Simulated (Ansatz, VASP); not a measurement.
SrO: VASP beside Ansatz

```
CELL_PARAMETERS angstrom
0.00000 2.67066 2.67066
2.67066 0.00000 2.67066
2.67066 2.67066 0.00000
ATOMIC_POSITIONS crystal
Sr 0.00000 0.00000 0.00000
O 0.50000 0.50000 0.50000
```

Alike in both runs: task single point; functional r2SCAN; k mesh 8 × 8 × 8; occupations gaussian, width 0.02 eV; no spin polarisation.

```csv
,VASP,Ansatz
version,VASP 6.6.1,Ansatz 0.2.0
potentials or method,"VASP PAW PBE potentials, release 64 (Sr_sv, O)","scalar-relativistic, plane waves, PAW"
plane-wave cutoff (eV),520,500
valence electrons in the cell,16,16
```

Ansatz gave:

```
gap on the k mesh at the Fermi level (eV) : 3.81
least direct gap on the mesh (eV)         : 3.86
pressure (GPa)                            : -7.7
```

Task: Which values does VASP return?

Result: gap on the k mesh at the Fermi level (eV): 3.77; least direct gap on the mesh (eV): 3.86; pressure (GPa): -7.4.

Caveats: the PAW data sets were made with another functional, which shifts forces and pressure a little (VASP). A k mesh can miss the band edges.
